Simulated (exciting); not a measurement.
# GaP (F-43m) in exciting: further runs

The runs below take GaP through single point, with RPBE+TS, LDA.

All numbers are computed with exciting (release sodium); they aren't measurements. Logs are shortened: lines on timing, memory, paths and dates and some standing lists are left out, and cuts for length are marked.

**Experimental background.**

“Stacking defects in GaP nanowires: Electronic structure and optical properties”, 2018, arxiv:1810.01194 quotes, for a bulk crystal of GaP at 10 K: band gap 2.34 eV (indirect).

How close the calculation comes is told below.

## (1) Starting point

It takes space group F-43m (No. 216, cubic). Conventional cell: a = 5.451 Å, b = 5.451 Å, c = 5.451 Å, α = 90.00°, β = 90.00°, γ = 90.00°. Ga (site symmetry -43m) is surrounded by 4 P at 2.36 Å. P (site symmetry -43m) is surrounded by 4 Ga at 2.36 Å.

## (2) Single point, RPBE+TS

The input, run_exciting.py:

```python
import subprocess
import xml.etree.ElementTree as ET
from ase.io import read
from ase.units import Bohr

atoms = read("POSCAR")
rmt = {'Ga': 2.0, 'P': 2.0}  # bohr
tasks = """
<groundstate do="fromscratch" ngridk="8 8 8" rgkmax="9" gmaxvr="14" lmaxapw="6" lmaxmat="6" lmaxvr="6" stype="Gaussian" swidth="0.00099958" nempty="10" ValenceRelativity="iora*" epsengy="1e-05" epspot="1e-05" maxscl="60" tforce="true" outputlevel="low" vdWcorrection="TSvdW" beta0="0.1">
  <libxc exchange="XC_GGA_X_RPBE" correlation="XC_GGA_C_PBE"/>
</groundstate>
<properties>
  <TSvdW/>
</properties>
"""

root = ET.Element("input")
ET.SubElement(root, "title").text = "GaP"
structure = ET.SubElement(root, "structure", speciespath="./", tshift="false")
crystal = ET.SubElement(structure, "crystal", scale="1.0")
for vector in atoms.cell / Bohr:
    ET.SubElement(crystal, "basevect").text = " ".join(f"{x:.12f}" for x in vector)
symbols = atoms.get_chemical_symbols()
for element in dict.fromkeys(symbols):
    species = ET.SubElement(structure, "species", speciesfile=element + ".xml", rmt=str(rmt[element]))
    for symbol, position in zip(symbols, atoms.get_scaled_positions(wrap=False)):
        if symbol == element:
            ET.SubElement(species, "atom", coord=" ".join(f"{x:.12f}" for x in position))
root.extend(ET.fromstring("<tasks>" + tasks + "</tasks>"))
ET.indent(root)
ET.ElementTree(root).write("input.xml")
subprocess.run(["exciting_smp"], check=True)
```

The input, POSCAR:

```
GaP
1.0
    0.0000000000      2.7252500000      2.7252500000
    2.7252500000      0.0000000000      2.7252500000
    2.7252500000      2.7252500000      0.0000000000
Ga P
1 1
Direct
    0.0000000000      0.0000000000      0.0000000000
    0.7500000000      0.7500000000      0.7500000000
```

Potentials or basis: all-electron LAPW+lo, shipped species files, valence relativity iora*.

Launch:

```
$ OMP_NUM_THREADS=1 python run_exciting.py
```

Log:

```text
================================================================================
EXCITING SODIUM started
[... 10 lines left out ...]

 Lattice vectors (cartesian) :
      0.0000000000      5.1499761244      5.1499761244
      5.1499761244      0.0000000000      5.1499761244
      5.1499761244      5.1499761244      0.0000000000

 Reciprocal lattice vectors (cartesian) :
     -0.6100208191      0.6100208191      0.6100208191
      0.6100208191     -0.6100208191      0.6100208191
      0.6100208191      0.6100208191     -0.6100208191

 Unit cell volume                           :     273.1779505799
 Brillouin zone volume                      :       0.9080169645

 Species :    1 (Ga)
     parameters loaded from                 :    Ga.xml
     name                                   :    gallium

     atomic positions (lattice) :
       1 :   0.00000000  0.00000000  0.00000000

 Species :    2 (P)
     parameters loaded from                 :    P.xml
     name                                   :    phosphorus

     atomic positions (lattice) :
       1 :   0.75000000  0.75000000  0.75000000

 Total number of atoms per unit cell        :       2

 Spin treatment                             :    spin-unpolarised

 Number of Bravais lattice symmetries       :      48
 Number of crystal symmetries               :      24

 k-point grid                               :       8    8    8
 Total number of k-points                   :      43
 k-point set is reduced with crystal symmetries

 R^MT_min * |G+k|_max (rgkmax)              :       9.00000000

 G-vector grid sizes                        :      36    36    36
 Total number of G-vectors                  :   12627

 Total nuclear charge                       :     -46.00000000
 Total electronic charge                    :      46.00000000

 Number of empty states                     :      10
 Total number of valence states             :      20

 Exchange-correlation type                  :     100
     libxc; exchange: Hammer, Hansen, and Norskov; correlation: Perdew, Burke & Ernzerhof (see libxc for references)

 Smearing scheme                            :    Gaussian
 Smearing width                             :       0.00099958

++++++++++++++++++++++++++++++++++++++++++++++++++++++++++++++++++++++++++++++++
+ Ending initialization                                                        +
++++++++++++++++++++++++++++++++++++++++++++++++++++++++++++++++++++++++++++++++

********************************************************************************
* Groundstate module started                                                   *
********************************************************************************
 Output level for this task is set to low

++++++++++++++++++++++++++++++++++++++++++++++++++++++++++++++++++++++++++++++++
[... 5 lines left out ...]
+ SCF iteration number :    1                                                  +
++++++++++++++++++++++++++++++++++++++++++++++++++++++++++++++++++++++++++++++++
 Total energy                               :     -2285.84792875
 _______________________________________________________________
 Fermi energy                               :         0.20668063
 DOS at Fermi energy (states/Ha/cell)       :         0.00000000
 Electron charge: Core leakage              :         0.00709035

 Estimated fundamental gap                  :         0.07820713
        valence-band maximum at    1      0.0000  0.0000  0.0000
     conduction-band minimum at    5      0.5000  0.0000  0.0000

++++++++++++++++++++++++++++++++++++++++++++++++++++++++++++++++++++++++++++++++
+ SCF iteration number :    2                                                  +
++++++++++++++++++++++++++++++++++++++++++++++++++++++++++++++++++++++++++++++++
 Total energy                               :     -2286.11033767
 _______________________________________________________________
 Fermi energy                               :         0.20826280
 DOS at Fermi energy (states/Ha/cell)       :         0.00000000
 Electron charge: Core leakage              :         0.00707067

 Estimated fundamental gap                  :         0.07636173
        valence-band maximum at    1      0.0000  0.0000  0.0000
     conduction-band minimum at    5      0.5000  0.0000  0.0000

 RMS change in effective potential (target) :  0.217439      ( 0.100000E-04)
 Absolute change in total energy   (target) :  0.262409      ( 0.100000E-04)
 Charge distance                   (target) :  0.123839E-02  ( 0.100000E-04)
 Abs. change in max-nonIBS-force   (target) :   0.00000      ( 0.500000E-04)

++++++++++++++++++++++++++++++++++++++++++++++++++++++++++++++++++++++++++++++++
+ SCF iteration number :    3                                                  +
++++++++++++++++++++++++++++++++++++++++++++++++++++++++++++++++++++++++++++++++
 Total energy                               :     -2286.32779831
 _______________________________________________________________
 Fermi energy                               :         0.20979879
 DOS at Fermi energy (states/Ha/cell)       :         0.00000000
 Electron charge: Core leakage              :         0.00705346

 Estimated fundamental gap                  :         0.07462177
        valence-band maximum at    1      0.0000  0.0000  0.0000
     conduction-band minimum at    5      0.5000  0.0000  0.0000

 RMS change in effective potential (target) :  0.202812      ( 0.100000E-04)
 Absolute change in total energy   (target) :  0.217461      ( 0.100000E-04)
 Charge distance                   (target) :  0.117602E-02  ( 0.100000E-04)
 Abs. change in max-nonIBS-force   (target) :   0.00000      ( 0.500000E-04)
[... 163 lines left out ...]
++++++++++++++++++++++++++++++++++++++++++++++++++++++++++++++++++++++++++++++++
+ SCF iteration number :   13                                                  +
++++++++++++++++++++++++++++++++++++++++++++++++++++++++++++++++++++++++++++++++
 Total energy                               :     -2286.57886439
 _______________________________________________________________
 Fermi energy                               :         0.22006667
 DOS at Fermi energy (states/Ha/cell)       :         0.00000000
 Electron charge: Core leakage              :         0.00697151

 Estimated fundamental gap                  :         0.06375162
        valence-band maximum at    1      0.0000  0.0000  0.0000
     conduction-band minimum at   22      0.3750  0.3750  0.0000

 RMS change in effective potential (target) :  0.165220E-07  ( 0.100000E-04)
 Absolute change in total energy   (target) :  0.962639E-05  ( 0.100000E-04)
 Charge distance                   (target) :  0.933592E-08  ( 0.100000E-04)
 Abs. change in max-nonIBS-force   (target) :   0.00000      ( 0.500000E-04)

++++++++++++++++++++++++++++++++++++++++++++++++++++++++++++++++++++++++++++++++
+ SCF iteration number :   14                                                  +
++++++++++++++++++++++++++++++++++++++++++++++++++++++++++++++++++++++++++++++++
 Total energy                               :     -2286.57886319
 _______________________________________________________________
 Fermi energy                               :         0.22006667
 DOS at Fermi energy (states/Ha/cell)       :         0.00000000
 Electron charge: Core leakage              :         0.00697151

 Estimated fundamental gap                  :         0.06375162
        valence-band maximum at    1      0.0000  0.0000  0.0000
     conduction-band minimum at   22      0.3750  0.3750  0.0000

 RMS change in effective potential (target) :  0.543206E-08  ( 0.100000E-04)
 Absolute change in total energy   (target) :  0.120365E-05  ( 0.100000E-04)
 Charge distance                   (target) :  0.870140E-09  ( 0.100000E-04)
 Abs. change in max-nonIBS-force   (target) :   0.00000      ( 0.500000E-04)

++++++++++++++++++++++++++++++++++++++++++++++++++++++++++++++++++++++++++++++++
| Convergency criteria checked for the last 2 iterations                       +
| Convergence targets achieved. Performing final SCF iteration                 +
++++++++++++++++++++++++++++++++++++++++++++++++++++++++++++++++++++++++++++++++
 Total energy                               :     -2286.60185014
 _______________________________________________________________
 Fermi energy                               :         0.22006667
 TS-vdW dispersion correction               :        -0.02298791
 DOS at Fermi energy (states/Ha/cell)       :         0.00000000
 Electron charge: Core leakage              :         0.00697151

 Estimated fundamental gap                  :         0.06375162
        valence-band maximum at    1      0.0000  0.0000  0.0000
     conduction-band minimum at   22      0.3750  0.3750  0.0000

++++++++++++++++++++++++++++++++++++++++++++++++++++++++++++++++++++++++++++++++
+ Self-consistent loop stopped                                                 +
++++++++++++++++++++++++++++++++++++++++++++++++++++++++++++++++++++++++++++++++
 STATE.OUT is written

--------------------------------------------------------------------------------
- Writing atomic positions and forces                                          -
--------------------------------------------------------------------------------

 Atomic positions (lattice) :
 atom     1  Ga  :     0.00000000    0.00000000    0.00000000
 atom     2   P  :     0.75000000    0.75000000    0.75000000

 Total atomic forces including IBS (cartesian) :
 atom     1  Ga  :     0.00000000    0.00000000   -0.00000000
 atom     2   P  :    -0.00000000   -0.00000000    0.00000000

 Atomic force components including IBS (cartesian) :
 atom     1  Ga  :    -0.00000000   -0.00000000   -0.00000000   HF force
                 :    -0.00000000    0.00000000    0.00000000   core correction
                 :     0.00000000   -0.00000000   -0.00000000   IBS correction
                 :     0.00000000   -0.00000000   -0.00000000   TS-vdW force
 atom     2   P  :     0.00000000    0.00000000    0.00000000   HF force
                 :     0.00000000   -0.00000000    0.00000000   core correction
                 :    -0.00000000    0.00000000    0.00000000   IBS correction
                 :    -0.00000000    0.00000000    0.00000000   TS-vdW force

********************************************************************************
* Groundstate module stopped                                                   *
********************************************************************************

================================================================================
| EXCITING SODIUM stopped                                                      =
================================================================================
```

It took 1.9 min on 1 thread of Arm Neoverse V2, shared host; peak memory 0.09 GiB.

The run converged, but some of its settings lie outside the range that counts as converged (typed here: beta0 = 0.1; lmaxapw = 6; lmaxmat = 6; lmaxvr = 6), so its numbers aren't taken as properties of the crystal.

What came out:

```yaml
Free_energy: -62221.6061 eV
Band_gap_on_the_k_mesh: 1.73 eV, indirect (least direct gap 1.95 eV)
Dispersion_energy_per_atom: -0.313 eV
```

## (3) Single point, LDA

The input, input.xml:

```xml
<input>
  <title>GaP</title>
  <structure speciespath="./" tshift="false" cartesian="true">
    <crystal scale="7.2831660764">
      <basevect>0.000000000000 0.707106781187 0.707106781187</basevect>
      <basevect>0.707106781187 0.000000000000 0.707106781187</basevect>
      <basevect>0.707106781187 0.707106781187 0.000000000000</basevect>
    </crystal>
    <species speciesfile="Ga.xml" rmt="2">
      <atom coord="0.000000000000 0.000000000000 0.000000000000"/>
    </species>
    <species speciesfile="P.xml" rmt="2">
      <atom coord="7.724964181705 7.724964181705 7.724964181705"/>
    </species>
  </structure>
  <groundstate do="fromscratch" ngridk="8 8 8" rgkmax="9" gmaxvr="14" lmaxapw="10" lmaxmat="10" lmaxvr="8" xctype="LDA_PW" stype="Gaussian" swidth="0.00367493" nempty="10" ValenceRelativity="iora*" epsengy="1e-05" epspot="1e-05" maxscl="60" tforce="true" outputlevel="normal"/>
</input>
```

Potentials or basis: all-electron LAPW+lo, shipped species files, valence relativity iora*.

Launch:

```
$ OMP_NUM_THREADS=1 exciting_smp
```

Wall time 2.2 min (1 thread of Arm Neoverse V2, shared host); peak memory 0.14 GiB.

The run converged. Its results:

```
Free energy                                       : -62106.5329 eV
Band gap on the k mesh                            : 1.49 eV, indirect (least direct gap 1.60 eV)
All electrons inside the program's atomic spheres : Ga 28.85; P 12.79 (radii Ga 2.0, P 2.0 bohr)
```

Levels at points of the mesh, in eV from the valence-band top:
```tsv
k point	band 5	band 6	band 7	band 8	band 9	band 10	band 11	band 12	band 13	band 14
(0.00, 0.00, 0.00)	-14.58	-12.52	0.00	0.00	0.00	1.60	3.79	3.79	3.79	8.49
(0.50, 0.00, 0.00)	-14.58	-10.43	-6.71	-1.13	-1.13	1.50	4.63	4.63	8.05	10.63
(0.50, 0.50, 0.00)	-14.56	-9.52	-6.85	-2.71	-2.71	1.50	1.68	10.43	10.43	10.95
```

## (4) The reference run

An earlier run on the cell as given: functional PBE; potentials or basis all-electron LAPW+lo, shipped species files, valence relativity iora*; rgkmax 9; k mesh 8 × 8 × 8; occupations fermi-dirac, width 0.05 eV; no spin polarisation.

- Band gap on the k mesh: 1.65 eV, indirect (least direct gap 1.82 eV)
- All electrons inside the program's atomic spheres: Ga 28.83; P 12.80 (radii Ga 2.0, P 2.0 bohr)

## (5) Against experiment

Step 3. Against the measured gap of GaP, 2.34 eV (indirect; 10 K; quoted in “Stacking defects in GaP nanowires: Electronic structure and optical properties”, 2018, arxiv:1810.01194), the calculated 1.49 eV is off by -0.85 eV. Spin-orbit coupling on Ga is left out. The value is that of LDA on a finite k mesh, which can miss the band edges, without temperature or zero-point motion. Semilocal functionals fall short of measured gaps as a rule.
